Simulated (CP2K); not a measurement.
# W (Im-3m) in CP2K: notebook, part 2 of 2

CP2K 2026.2. Earlier steps stand in the parts before.

### 3 Band structure, PBEsol

w_bands.inp reads:

```
&GLOBAL
  PROJECT w_bands
  RUN_TYPE ENERGY_FORCE
  PRINT_LEVEL LOW
&END GLOBAL
&FORCE_EVAL
  METHOD QS
  STRESS_TENSOR ANALYTICAL
  &DFT
    BASIS_SET_FILE_NAME BASIS_MOLOPT_UZH
    POTENTIAL_FILE_NAME POTENTIAL_UZH
    &MGRID
      CUTOFF 450
      REL_CUTOFF 60
      NGRIDS 4
    &END MGRID
    &QS
      METHOD GPW
      EPS_DEFAULT 1.0E-9
    &END QS
    &KPOINTS
      SCHEME MONKHORST-PACK 12 12 12
      GAMMA_CENTERED T
      SYMMETRY T
      SYMMETRY_BACKEND SPGLIB
    &END KPOINTS
    &SCF
      SCF_GUESS ATOMIC
      EPS_SCF 1.0E-6
      MAX_SCF 100
      ADDED_MOS 11
      CHOLESKY OFF
      EPS_EIGVAL 1.0E-7
      &DIAGONALIZATION ON
        ALGORITHM STANDARD
      &END DIAGONALIZATION
      &MIXING ON
        METHOD BROYDEN_MIXING
        ALPHA 0.4
        BETA 1.5
        NBUFFER 8
      &END MIXING
      &SMEAR ON
        METHOD FERMI_DIRAC
        ELECTRONIC_TEMPERATURE [K] 300.557
      &END SMEAR
    &END SCF
    &XC
      &XC_FUNCTIONAL
        &GGA_X_PBE_SOL
        &END GGA_X_PBE_SOL
        &GGA_C_PBE_SOL
        &END GGA_C_PBE_SOL
      &END XC_FUNCTIONAL
    &END XC
    &PRINT
      &KPOINTS ON
      &END KPOINTS
      &MULLIKEN ON
      &END MULLIKEN
      &MO ON
        ENERGIES T
        OCCUPATION_NUMBERS T
        &EACH
          QS_SCF 0
        &END EACH
        ADD_LAST NUMERIC
      &END MO
      &BAND_STRUCTURE
        FILE_NAME bands.bs
        ADDED_MOS 2
        &KPOINT_SET
          UNITS B_VECTOR
          NPOINTS 6
          SPECIAL_POINT GAMMA 0.00000000 0.00000000 0.00000000
          SPECIAL_POINT H 0.50000000 -0.50000000 0.50000000
          SPECIAL_POINT N 0.00000000 0.00000000 0.50000000
          SPECIAL_POINT GAMMA 0.00000000 0.00000000 0.00000000
          SPECIAL_POINT P 0.25000000 0.25000000 0.25000000
          SPECIAL_POINT H 0.50000000 -0.50000000 0.50000000
        &END KPOINT_SET
        &KPOINT_SET
          UNITS B_VECTOR
          NPOINTS 6
          SPECIAL_POINT P 0.25000000 0.25000000 0.25000000
          SPECIAL_POINT N 0.00000000 0.00000000 0.50000000
        &END KPOINT_SET
      &END BAND_STRUCTURE
    &END PRINT
  &END DFT
  &SUBSYS
    &CELL
      ABC 2.7407019351 2.7407019351 2.7407019351
      ALPHA_BETA_GAMMA 109.4712206334 109.4712206344 109.4712206344
      PERIODIC XYZ
    &END CELL
    &COORD
      SCALED
      W   0.0000000000 0.0000000000 0.0000000000
    &END COORD
    &KIND W
      BASIS_SET TZVP-MOLOPT-PBE-GTH-q14
      POTENTIAL GTH-PBE-q14
    &END KIND
    &PRINT
      &ATOMIC_COORDINATES ON
      &END ATOMIC_COORDINATES
      &CELL ON
      &END CELL
    &END PRINT
  &END SUBSYS
  &PRINT
    &FORCES ON
    &END FORCES
    &STRESS_TENSOR ON
    &END STRESS_TENSOR
  &END PRINT
&END FORCE_EVAL
```

Potentials or basis: POTENTIAL_UZH W GTH-PBE-q14; TZVP-MOLOPT-PBE-GTH basis.

Started as:

```sh
$ OMP_NUM_THREADS=2 cp2k.psmp -i w_bands.inp -o w_bands.out
```

w_bands.out:

```text

 CP2K| version string:                                       CP2K version 2026.2
 CP2K| Input file name                                               w_bands.inp

 GLOBAL| Force Environment number                                              1
 GLOBAL| Basis set file name                                    BASIS_MOLOPT_UZH
 GLOBAL| Potential file name                                       POTENTIAL_UZH
 GLOBAL| MM Potential file name                                     MM_POTENTIAL
 GLOBAL| Coordinate file name                                      __STD_INPUT__
 GLOBAL| Method name                                                        CP2K
 GLOBAL| Project name                                                    w_bands
 GLOBAL| Run type                                                   ENERGY_FORCE
 GLOBAL| FFT library                                                       FFTW3
[... 5 lines left out ...]
 GLOBAL| Global print level                                                  LOW
 GLOBAL| Total number of message passing processes                             1
 GLOBAL| Number of threads for this process                                    2
 GLOBAL| CPU model name                                                  UNKNOWN
[... 535 lines left out ...]
 KPOINTS| Special point     6           H     0.500000    -0.500000     0.500000
 KPOINTS| Number of k-points in set    2                                       7
 KPOINTS| In units of b-vector [2pi/Bohr]
 KPOINTS| Special point     1           P     0.250000     0.250000     0.250000
 KPOINTS| Special point     2           N     0.000000     0.000000     0.500000

 ENERGY| Total FORCE_EVAL ( QS ) energy [hartree]            -68.077891714327009

 FORCES| Atomic forces [hartree/bohr]
 FORCES|   Atom     x               y               z               |f|
 FORCES|      1 -2.56533296E-14 -4.41800817E-14  3.74913519E-14   6.33685601E-14
 FORCES| Sum    -2.56533296E-14 -4.41800817E-14  3.74913519E-14
 FORCES| Total atomic force                                       6.33685601E-14

 STRESS| Analytical stress tensor [bar]
 STRESS|                        x                   y                   z
 STRESS|      x       -3.23527835950E+04   4.15673265555E-01   1.29572182444E-02
 STRESS|      y        4.15673265555E-01  -3.23507615447E+04  -5.97296418479E-03
 STRESS|      z        1.29572182444E-02  -5.97296418479E-03  -3.23526014909E+04
 STRESS| 1/3 Trace                                            -3.23520488769E+04
 STRESS| Determinant                                          -3.38614358236E+13

 STRESS| Eigenvectors and eigenvalues of the analytical stress tensor [bar]
 STRESS|                        1                   2                   3
 STRESS| Eigenvalues  -3.23528664363E+04  -3.23526007708E+04  -3.23506794236E+04
 STRESS|      x           0.979683638156      0.051622800343      0.193791268160
 STRESS|      y          -0.193615932217     -0.008423885919      0.981041237124
 STRESS|      z          -0.052276571447      0.998631125407     -0.001742253407
```

bands.bs:

```text
# Set 1: 6 special points, 31 k-points, 20 bands
#  Special point 1          0.00000000     0.00000000     0.00000000  GAMMA
#  Special point 2          0.50000000    -0.50000000     0.50000000  H
#  Special point 3          0.00000000     0.00000000     0.50000000  N
#  Special point 4          0.00000000     0.00000000     0.00000000  GAMMA
#  Special point 5          0.25000000     0.25000000     0.25000000  P
#  Special point 6          0.50000000    -0.50000000     0.50000000  H
#  Point 1      Spin 1:     0.00000000     0.00000000     0.00000000       0.03225806
#   Band    Energy [eV]     Occupation
       1   -57.74659137     2.00000000
       2   -21.65768599     2.00000000
       3   -21.65768595     2.00000000
       4   -21.65768589     2.00000000
       5     6.36755812     2.00000000
       6    14.82446823     2.00000000
[... 659 lines left out ...]
       6    10.16621413     2.00000000
[... 12 lines left out ...]
      19    54.79683258     0.00000000
      20    60.43909188     0.00000000
# Set 2: 2 special points, 7 k-points, 20 bands
#  Special point 1          0.25000000     0.25000000     0.25000000  P
#  Special point 2          0.00000000     0.00000000     0.50000000  N
#  Point 1      Spin 1:     0.25000000     0.25000000     0.25000000       0.14285714
#   Band    Energy [eV]     Occupation
       1   -57.59790913     2.00000000
       2   -22.32590731     2.00000000
       3   -22.32590716     2.00000000
       4   -22.32590709     2.00000000
       5    13.06705747     2.00000000
       6    13.06705766     2.00000000
[... 131 lines left out ...]
       6    12.45885718     2.00000000
[... 12 lines left out ...]
      19    52.46371158     0.00000000
      20    54.67353349     0.00000000
```

Run time: 75 s. Hardware: 2 threads of Arm Neoverse V2, shared host; peak memory 0.27 GiB.

Results:

```yaml
Free_energy: -1852.4936 eV
Pressure: -3.2 GPa
Band_gap_on_the_k_mesh: none (metal or under the smearing width)
```

Levels at the corners of the path, in eV from the Fermi level:
| point | band 3 | band 4 | band 5 | band 6 | band 7 | band 8 | band 9 | band 10 | band 11 | band 12 |
| --- | --- | --- | --- | --- | --- | --- | --- | --- | --- | --- |
| Γ | -37.58 | -37.58 | -9.56 | -1.10 | -1.10 | -1.10 | 2.42 | 2.42 | 15.60 | 15.60 |
| H | -38.51 | -38.51 | -5.76 | -5.76 | 5.38 | 5.38 | 5.38 | 8.22 | 8.22 | 8.22 |
| N | -38.01 | -37.59 | -6.20 | -3.46 | 0.76 | 2.31 | 3.31 | 6.37 | 11.26 | 11.70 |
| Γ | -37.58 | -37.58 | -9.56 | -1.10 | -1.10 | -1.10 | 2.42 | 2.42 | 15.60 | 15.60 |
| P | -38.25 | -38.25 | -2.86 | -2.86 | -2.86 | 3.47 | 3.47 | 6.58 | 12.42 | 12.42 |
| H | -38.51 | -38.51 | -5.76 | -5.76 | 5.38 | 5.38 | 5.38 | 8.22 | 8.22 | 8.22 |
| P | -38.25 | -38.25 | -2.86 | -2.86 | -2.86 | 3.47 | 3.47 | 6.58 | 12.42 | 12.42 |
| N | -38.01 | -37.59 | -6.20 | -3.46 | 0.76 | 2.31 | 3.31 | 6.37 | 11.26 | 11.70 |

Caveat: the potentials were made for another functional, which shifts forces and pressure; spin-orbit coupling is left out, which moves the levels of the heavy elements; the basis of atomic orbitals isn't converged, which shifts pressures, moduli and gaps.
